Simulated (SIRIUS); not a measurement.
Crystal: FeO (Wuestite).

```
Fe O
1.0
     0.00000    2.15540    2.15540
     2.15540    0.00000    2.15540
     2.15540    2.15540    0.00000
Fe O
1 1
Direct
  0.00000 0.00000 0.00000
  0.50000 0.50000 0.50000
```

Base run:

| Property | Result |
| --- | --- |
| Program | SIRIUS 7.12.0 |
| Functional | PBE |
| Potentials or basis | all-electron FP-LAPW |
| Cutoff | 276 eV |
| Basis | apw+lo standard |
| k mesh | 11 × 11 × 11 |
| Occupations | fermi-dirac, width 0.01 eV |
| Spin | collinear spin, ferromagnetic start |
| Starting moments | [3.0, 0.0] μB |

Its results: band gap on the k mesh none (metal or under the smearing width); net moment 4.00 μB per cell; site moments Fe +3.65; O +0.29 μB.

**Question.** The run is repeated on the same cell with these changes: occupations from fermi-dirac, width 0.01 eV to fermi-dirac, width 0.3 eV. What comes out?

**Answer.** Band gap on the k mesh none (metal or under the smearing width); net moment 3.82 μB per cell; site moments Fe +3.50; O +0.25 μB.

Caveats: a cell with one magnetic atom can't hold antiferromagnetic order, which such compounds often take; semilocal functionals often make such compounds metallic where correlation or magnetic order opens a gap, which also shifts bond lengths.

Not every run made on this cell is shown here.
